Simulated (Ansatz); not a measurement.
The system is Cd.

```
CELL_PARAMETERS angstrom
3.09307 0.00000 0.00000
-1.54653 2.67868 0.00000
0.00000 0.00000 10.43074
ATOMIC_POSITIONS crystal
Cd 0.66667 0.33333 0.75000
Cd 0.00000 0.00000 0.50000
Cd 0.33333 0.66667 0.25000
Cd 0.00000 0.00000 0.00000
```

Base run:

| Property | Result |
| --- | --- |
| Program | Ansatz 0.2.0 |
| Functional | PBEsol |
| Potentials or basis | all-electron LAPW, scalar-relativistic |
| Cutoff | 189 eV |
| Density cutoff | 756 eV |
| Basis error allowed | 0.002 eV/atom |
| k mesh | 10 × 10 × 3 |
| Occupations | fermi-dirac, width 0.05 eV |
| Spin | no spin polarisation |

Its results: pressure -1.7 GPa.

Task: After a change of settings the same cell gave: pressure -4.4 GPa. Which change was it?
A. functional from PBEsol to PBE
B. functional from PBEsol to LDA
C. basis error allowed from 0.002 eV/atom to 0.001 eV/atom

Result: B.

LDA binds more tightly than PBEsol, so the same cell stands under less pressure.

Not every run made on this cell is shown here.
